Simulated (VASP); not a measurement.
Level of theory: optB86b-vdW, VASP's PBE PAW potentials (set 64) (plane waves; VASP 6.6.1).

VASP input:

### INCAR
```
EDIFF = 1E-7
PARAM1 = 0.1234
ISMEAR = 0
ALGO = Normal
LASPH = T
IBRION = 2
PREC = Accurate
LREAL = F   # projection in real space or not
LWAVE = F
PARAM2 = 1.0
LUSE_VDW = T
NSW = 30
ENCUT = 520
SYSTEM = MgF2
NELM = 100
AGGAC = 0.0
GGA = MK
LCHARG = F
ISIF = 4   # ions and shape, fixed volume
EDIFFG = -0.01   # ionic stop
SIGMA = 0.05
```

File KPOINTS:
```
Regular mesh
0
G
5 5 7
```

**POSCAR**
```
MgF2
1.0
  4.5463467302   0.0000000000   0.0000000000
  0.0000000000   4.5463467302   0.0000000000
  0.0000000000   0.0000000000   3.0041329226
Mg F
2 4
direct
  0.0000000000   0.0000000000   0.0000000000
  0.5000000000   0.5000000000   0.5000000000
  0.3027531193   0.3027531193   0.0000000000
  0.8027531193   0.1972468807   0.5000000000
  0.1972468807   0.8027531193   0.5000000000
  0.6972468807   0.6972468807   1.0000000000
```

POTCAR, in this order: Mg F (PBE.64 set). Program: vasp_std.

The resulting files:

**OSZICAR**
```
       N       E                     dE             d eps       ncg     rms          rms(c)
DAV:   1     0.205993132841E+03    0.20599E+03   -0.18600E+04  1000   0.151E+03
DAV:   2    -0.149793551421E+02   -0.22097E+03   -0.21302E+03  1272   0.336E+02
DAV:   3    -0.239887690074E+02   -0.90094E+01   -0.89910E+01  1136   0.698E+01
DAV:   4    -0.240449470048E+02   -0.56178E-01   -0.56165E-01  1108   0.641E+00
DAV:   5    -0.240452642461E+02   -0.31724E-03   -0.31723E-03  1104   0.489E-01    0.995E+00
DAV:   6    -0.214718835465E+02    0.25734E+01   -0.10627E+01  1104   0.252E+01    0.293E+00
DAV:   7    -0.214886305908E+02   -0.16747E-01   -0.13005E-01  1020   0.257E+00    0.186E+00
DAV:   8    -0.215143525290E+02   -0.25722E-01   -0.46021E-02  1064   0.262E+00    0.178E-01
DAV:   9    -0.215149665113E+02   -0.61398E-03   -0.37103E-03  1132   0.466E-01    0.715E-02
DAV:  10    -0.215151383775E+02   -0.17187E-03   -0.22180E-04  1060   0.135E-01    0.146E-02
DAV:  11    -0.215151378000E+02    0.57754E-06   -0.25103E-05  1120   0.413E-02    0.427E-03
DAV:  12    -0.215151383302E+02   -0.53022E-06   -0.46232E-06  1100   0.179E-02    0.295E-03
DAV:  13    -0.215151381918E+02    0.13844E-06   -0.99162E-07  1104   0.805E-03    0.545E-04
DAV:  14    -0.215151381882E+02    0.35793E-08   -0.22588E-08   616   0.134E-03
   1 F= -.21515138E+02 E0= -.21515138E+02  d E =-.215151E+02
       N       E                     dE             d eps       ncg     rms          rms(c)
DAV:   1    -0.215159618466E+02   -0.82365E-03   -0.56903E-01   964   0.701E+00    0.216E-01
DAV:   2    -0.215165911132E+02   -0.62927E-03   -0.11428E-02  1112   0.916E-01    0.121E-01
DAV:   3    -0.215163339547E+02    0.25716E-03   -0.17654E-04  1084   0.166E-01    0.437E-02
DAV:   4    -0.215163010731E+02    0.32882E-04   -0.10193E-04  1104   0.107E-01    0.812E-03
DAV:   5    -0.215163017651E+02   -0.69201E-06   -0.11533E-05  1028   0.289E-02    0.432E-03
DAV:   6    -0.215163017913E+02   -0.26204E-07   -0.38525E-07  1064   0.647E-03
   2 F= -.21516302E+02 E0= -.21516302E+02  d E =-.116360E-02
       N       E                     dE             d eps       ncg     rms          rms(c)
DAV:   1    -0.215163268690E+02   -0.25104E-04   -0.39002E-02   960   0.184E+00    0.566E-02
DAV:   2    -0.215163701349E+02   -0.43266E-04   -0.78592E-04  1112   0.240E-01    0.316E-02
DAV:   3    -0.215163524342E+02    0.17701E-04   -0.12305E-05  1084   0.437E-02    0.115E-02
DAV:   4    -0.215163501306E+02    0.23036E-05   -0.70522E-06  1100   0.281E-02    0.214E-03
DAV:   5    -0.215163501845E+02   -0.53850E-07   -0.79993E-07  1016   0.750E-03
   3 F= -.21516350E+02 E0= -.21516350E+02  d E =-.121200E-02
```

File OUTCAR:
```
------------------------ aborting loop because EDIFF is reached ----------------------------------------
  FORCE on cell =-STRESS in cart. coord.  units (eV):
  Direction    XX          YY          ZZ          XY          YZ          ZX
  --------------------------------------------------------------------------------------
  Total        2.7420961      2.7420961      2.7624667      0.0000000      0.0000000      0.0000000
  in kB       70.7536736     70.7536736     71.2792917      0.0000000      0.0000000      0.0000000
  external PRESSURE =      70.9288796 kB  Pullay stress =       0.0000000 kB
  volume of cell :       62.09
      direct lattice vectors                 reciprocal lattice vectors
     4.541217084  0.000000000  0.000000000     0.220205285  0.000000000  0.000000000
     0.000000000  4.541217084  0.000000000    -0.000000000  0.220205285  0.000000000
     0.000000000  0.000000000  3.010923544     0.000000000  0.000000000  0.332124010
 POSITION                                       TOTAL-FORCE (eV/Angst)
 -----------------------------------------------------------------------------------
      0.00000      4.54122      0.00000         0.000000     -0.000000      0.000000
      2.27061      2.27061      1.50546         0.000000     -0.000000      0.000000
      1.37128      1.37128      0.00000         0.002444      0.002444      0.000000
      3.64189      0.89933      1.50546         0.002444     -0.002444      0.000000
      0.89933      3.64189      1.50546        -0.002444      0.002444      0.000000
      3.16993      3.16993      0.00000        -0.002444     -0.002444      0.000000
 -----------------------------------------------------------------------------------
    total drift:                                0.000000      0.000000      0.000000
  FREE ENERGIE OF THE ION-ELECTRON SYSTEM (eV)
  ---------------------------------------------------
  free  energy   TOTEN  =       -21.5163501845 eV

  energy  without entropy=      -21.5163501845  energy(sigma->0) =      -21.51635018

 reached required accuracy - stopping structural energy minimisation
```
(Selected blocks of OUTCAR.)

CONTCAR:
```
MgF2
   1.00000000000000
     4.5412170840847521    0.0000000000000000    0.0000000000000000
     0.0000000000000000    4.5412170840847521    0.0000000000000000
     0.0000000000000000    0.0000000000000000    3.0109235436805459
  Mg              F
     2     4
Direct
     0.0000000000000000    1.0000000000000000    0.0000000000000000
     0.5000000000000000    0.5000000000000000    0.5000000000000000
     0.3019636622660934    0.3019636622660934    0.0000000000000000
     0.8019636622660934    0.1980363377339066    0.5000000000000000
     0.1980363377339066    0.8019636622660934    0.5000000000000000
     0.6980363377339066    0.6980363377339066    0.0000000000000000
```

The compound is MgF2 in the rutile structure. This cell is one point of a volume scan, at 0.94 of the reference volume. Symmetry was kept, so distortions that lower it aren't found.
